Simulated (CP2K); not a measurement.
# C: equation of state with LDA

**Measured values to compare with.**

From “Equation of state of cubic boron nitride at high pressures and temperatures”, 2007, arxiv:cond-mat/0702656, for a bulk crystal of C: bulk modulus 442 ± 5 GPa.

The system is C.

```xyz
2
Lattice="2.5221 0.0000 0.0000 1.2610 2.1842 0.0000 1.2610 0.7281 2.0593" Properties=species:S:1:pos:R:3 pbc="T T T"
C     3.7831    2.1842    1.5444
C     2.5221    1.4561    1.0296
```

This isn't the form of C at room conditions, which is graphite.

```
Program             : CP2K 2026.2
Task                : equation of state
Functional          : LDA
Potentials or basis : GTH_POTENTIALS C GTH-PADE-q4; TZVP-MOLOPT-PBE-GTH basis
Density cutoff      : 6123 eV
k mesh              : 13 × 13 × 13
Occupations         : fermi-dirac, width 0.1 eV
Spin                : no spin polarisation
```

```yaml
Equilibrium_volume: 5.53 Å³/atom
Bulk_modulus: 462 GPa
Pressure_derivative_of_the_bulk_modulus: 3.7
```

Energy against volume, from the lowest point:
```
volume (Å³/atom)  energy (meV/atom)
           5.332              10.70
           5.445               1.75
           5.558               0.00
           5.672               4.82
           5.785              15.58
           5.899              31.78
           6.012              52.88
```

All runs of the series together: 8.6 min on 2 threads of Intel(R) Xeon(R) Platinum 8259CL CPU @ 2.50GHz (Skylake/Cascade Lake), on a shared host.

Measured bulk modulus of C: 442 GPa (quoted in “Equation of state of cubic boron nitride at high pressures and temperatures”, 2007, arxiv:cond-mat/0702656). This calculation gives 462 GPa (+4.4 %). 3 values of this kind are on record (442 to 444.8 GPa); this one was drawn at random among those near their median, those with a stated uncertainty first. The fit is for a static lattice scaled at fixed shape and fixed fractional positions.

Caveat: the basis of atomic orbitals isn't converged, which shifts pressures, moduli and gaps.
